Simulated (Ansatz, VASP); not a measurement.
# One calculation of AlN, two programs

```
Al N
1.0
     0.00000    2.03452    2.03452
     2.03452    0.00000    2.03452
     2.03452    2.03452    0.00000
Al N
1 1
Direct
  0.00000 0.00000 0.00000
  0.50000 0.50000 0.50000
```

The cell was built by a generator and needn't be a form met in nature.

Alike in both runs: task relaxation of cell and atoms; functional PBEsol; k mesh 10 × 10 × 10; occupations gaussian, width 0.02 eV; no spin polarisation.

|  | VASP | Ansatz |
| --- | --- | --- |
| version | VASP 6.6.1 | Ansatz 0.2.0 |
| potentials or method | VASP PAW PBE potentials, release 64 (Al, N) | scalar-relativistic, plane waves, PAW |
| plane-wave cutoff (eV) | 600 | 420 |
| valence electrons in the cell | 8 | 8 |

|  | VASP | Ansatz | Ansatz less VASP |
| --- | --- | --- | --- |
| gap on the k mesh at the Fermi level, each at its own relaxed structure (eV) | 4.55 | 4.55 | -0.004 |
| relaxed volume (Å³/atom) | 8.27 | 8.27 | +0.008 |
| relaxed cell length with the largest relative difference (Å) | 2.859 | 2.860 | +0.0009 |
| energy change over the relaxation (meV/atom) | -2 | -2 | +0.3 |

Caveats: the PAW data sets were made with another functional, which shifts forces and pressure a little (VASP). A hybrid or GW would open this gap; PBEsol tends to underestimate it. A k mesh can miss the band edges.
